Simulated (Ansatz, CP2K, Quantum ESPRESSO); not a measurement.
# Os: programs and potentials compared

```xyz
2
Lattice="2.7341 0.0000 0.0000 -1.3671 2.3678 0.0000 0.0000 0.0000 4.3197" Properties=species:S:1:pos:R:3 pbc="T T T"
Os    1.3671    0.7893    3.2398
Os    0.0000    1.5785    1.0799
```

Alike in all runs: task single point; functional PBEsol; k mesh 11 × 11 × 6; occupations fermi-dirac, width 0.05 eV; no spin polarisation; no spin-orbit coupling. Pressure is positive in compression and, in plane waves, holds the error of the finite cutoff, which Ansatz's Pulay term estimates and takes out.

```json
{"program and potentials": "Ansatz, Ansatz PAW", "plane-wave cutoff (eV)": "420", "notes": "potentials made for PBE, which Ansatz adapts in part; Pulay term of +0.07 GPa included", "pressure (GPa)": "-2.66"}
{"program and potentials": "CP2K, POTENTIAL_UZH Os GTH-PBE-q16; TZVP-MOLOPT-PBE-GTH basis", "plane-wave cutoff (eV)": "-", "notes": "atomic basis; potentials made for PBE", "pressure (GPa)": "-3.05"}
{"program and potentials": "Ansatz, all-electron LAPW, scalar-relativistic", "plane-wave cutoff (eV)": "-", "notes": "-", "pressure (GPa)": "-2.66"}
{"program and potentials": "Quantum ESPRESSO, GBRV 1.5 PBEsol", "plane-wave cutoff (eV)": "612", "notes": "-", "pressure (GPa)": "-3.16"}
```

The pressure spans -3.16 (Quantum ESPRESSO, GBRV 1.5 PBEsol) to -2.66 GPa (Ansatz, Ansatz PAW), with all-electron results at -2.66. Rows in atomic bases carry the error of their basis and grid, which can be large.

The functional is the same throughout but for its coding, so the spread measures potentials, basis and numerics; runs on potential files found faulty are left out.
